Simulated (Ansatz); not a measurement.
input.yaml for Os (Ansatz 0.2.0)

```yaml
crystal:
  lattice:
    - [5.1894436681, 1.0e-10, 0.0]
    - [-2.5947218341, 4.494190048, 0.0]
    - [0.0, 0.0, 8.1755522632]
  atoms:
    - { symbol: Os, position: [0.3333333333, 0.6666666667, 0.25] }
    - { symbol: Os, position: [0.6666666667, 0.3333333333, 0.75] }
basis:
  ecutwfc: 350
kpoints:
  mp_grid: { grid: [6, 6, 4] }
hamiltonian:
  xc: pbesol
scf:
  occupations: { method: gaussian, width: 0.1 }
  max_iter: 100
output:
  forces: true
  stress: true
  eigenvalues: true
```

Command:

```bash
ansatz run input.yaml --threads 1 --pin off --max-ram 1331MiB --backend cpu --events-out ev --progress --plain --runs-dir out
```

From the log (HF is the Harris–Foulkes energy, dr2 the density residual in eV):

```text
Warning: basis.ecutwfc = 350 eV is below the records' recommended 420 eV, and the density's cutoff is lower with it unless basis.ecutrho_ratio is high enough to keep the records' density cutoff: compare with a run at a higher cutoff
Pseudopotential: Os, paw, valence charge 16, recommended cutoff 420 eV (normal)
Crystal: 2 atoms, lattice volume = 190.673 Å³
Basis set: ecut = 350 eV, 2827 PW (Γ), exchange–correlation on 64×64×100 points (8 copies of the dense FFT grid, shifted against one another)
Bands: 20, of which v1, the nominal top of the filled ones, is band 16 counted from 1 (15 counted from 0)
Symmetry: 24 space group operations
Space group: P63/mmc (ITA 194), of the structure as read, at distance tolerance 5.8e-5 Å
k-points: 21 of 144
PAW frozen core: Os, regenerated for the run's functional, and the local potential with it (the file was generated under x = pbe(κ = 0.804, μ = 0.2195), c = pbe(β = 0.0667))
Initial density: superposition of atomic densities, corrected by the library's trained network
SCF iter   1: HF=-22479.705832 eV  Δρ=3.48e-3  dr2=4.47e-2
automatic band count: the SCF goes on with 24 bands, as 20 were too few: the levels above may hold too much charge
SCF iter   2: HF=-22479.729986 eV  Δρ=1.63e-2  dr2=3.49e-1
SCF iter   3: HF=-22479.731254 eV  Δρ=1.67e-2  dr2=3.63e-1
SCF iter   4: HF=-22479.725115 eV  Δρ=1.42e-2  dr2=2.67e-1
   ...
SCF iter   8: HF=-22479.709080 eV  Δρ=4.50e-5  dr2=1.55e-6
SCF iter   9: HF=-22479.709083 eV  Δρ=1.48e-5  dr2=1.59e-7
SCF iter  10: F=-22479.709083 eV  HF=-22479.709083 eV  Δρ=2.88e-6  dr2=9.42e-9
SCF 1 converged in 10 iterations: F = -22479.709083 eV  dr2 = 9.42e-9
SCF converged after 10 iterations
Free energy (F): -22479.709083 eV
E sigma→0 (E₀):  -22479.554561 eV
Entropy (-TS):   -0.309045 eV (-154.522 meV/atom)
Fermi energy:    -0.879890 eV
--- Forces (eV/Å), atoms counted from 1 ---
  atom   1  Os    -0.00000000    -0.00000000     0.00000000
  atom   2  Os     0.00000000     0.00000000    -0.00000000
--- Stress (GPa, compression-positive) ---
       -2.744957       0.000000      -0.000000
       -0.000000      -2.744957       0.000000
       -0.000000       0.000000      -3.200476
  P = ⅓ Tr σ = -2.8968 GPa (-28.968 kbar)
```

Settings here are deliberately varied, not converged.